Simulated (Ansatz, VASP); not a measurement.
**Two plane-wave programs on LiBr**

File INCAR:

```
PREC = Accurate
ENCUT = 520
EDIFF = 1E-7
ISMEAR = -1
SIGMA = 0.05
LREAL = F
LASPH = T
NELM = 80
ALGO = Normal
ISIF = 2
LWAVE = F
LCHARG = F
GGA = PS
NBANDS = 12
```

Contents of KPOINTS:

```
Automatic mesh
0
Gamma
  8 8 8
```

File POSCAR:

```
LiBr
1.0
    0.0000000000      2.8045980100      2.8045980100
    2.8045980100      0.0000000000      2.8045980100
    2.8045980100      2.8045980100      0.0000000000
Br Li
1 1
Direct
    0.5000000000      0.5000000000      0.5000000000
    0.0000000000      0.0000000000      0.0000000000
```

Contents of input.yaml:

```yaml
crystal:
  lattice:
    - [0.0, 2.80459801, 2.80459801]
    - [2.80459801, 0.0, 2.80459801]
    - [2.80459801, 2.80459801, 0.0]
  atoms:
    - { symbol: Br, position: [0.5, 0.5, 0.5] }
    - { symbol: Li, position: [0.0, 0.0, 0.0] }
hamiltonian:
  xc: pbesol
  pseudopotentials: { kind: paw }
kpoints:
  mp_grid: { grid: [8, 8, 8] }
scf:
  occupations: { method: fermi_dirac, width: 0.05 }
output:
  forces: true
  stress: true
  eigenvalues: true
```

Change from the starting cell: volume scaled by 1.06.

Alike in both runs: task single point; functional PBEsol; k mesh 8 × 8 × 8; occupations fermi-dirac, width 0.05 eV; no spin polarisation.

|  | VASP | Ansatz |
| --- | --- | --- |
| version | VASP 6.6.1 | Ansatz 0.2.0 |
| potentials or method | VASP PAW PBE potentials, release 64 (Br, Li_sv) | Ansatz PAW |
| plane-wave cutoff (eV) | 520 | 420 |
| valence electrons in the cell | 10 | 10 |

```tsv
	VASP	Ansatz	Ansatz less VASP
gap on the k mesh at the Fermi level (eV)	4.54	4.53	-0.009
least direct gap on the mesh (eV)	4.54	4.53	-0.009
```

The functional is the same, so the differences come from potentials, cutoffs and numerics.
